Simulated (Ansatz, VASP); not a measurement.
## One calculation of BN, two programs

```
B N
1.0
     4.55540    0.00000    0.00000
     0.00000    4.55540    0.00000
     0.00000    0.00000    2.54919
B N
4 4
Direct
  0.17428 0.82572 0.50000
  0.32572 0.32572 0.00000
  0.67428 0.67428 0.00000
  0.82572 0.17428 0.50000
  0.81261 0.81261 0.50000
  0.31261 0.68739 0.00000
  0.68739 0.31261 0.00000
  0.18739 0.18739 0.50000
```

Alike in both runs: task single point; functional PBE; k mesh 6 × 6 × 10; occupations gaussian, width 0.05 eV; no spin polarisation.

|  | VASP | Ansatz |
| --- | --- | --- |
| version | VASP 6.6.1 | Ansatz 0.2.0 |
| potentials or method | VASP PAW PBE potentials, release 64 (B, N) | scalar-relativistic, plane waves, PAW |
| plane-wave cutoff (eV) | 520 | 520 |
| valence electrons in the cell | 32 | 32 |

|  | VASP | Ansatz | Ansatz less VASP |
| --- | --- | --- | --- |
| gap on the k mesh at the Fermi level (eV) | 4.88 | 4.89 | +0.009 |
| least direct gap on the mesh (eV) | 5.93 | 5.94 | +0.010 |
| pressure (GPa) | -17.4 | -17.6 | -0.17 |
| largest component of the traceless stress (GPa) | 13.27 | 13.10 | -0.174 |
| rms of the force components (eV/Å) | 0.112 | 0.111 | -0.0017 |

Atom by atom the forces differ by 0.006 eV/Å (rms over components).

Caveats: so large a pressure means that the cell lies far from this level's equilibrium, or that cutoff or potentials fall short (VASP). As with any semilocal functional, this PBE gap is likely too small. A k mesh can miss the band edges.
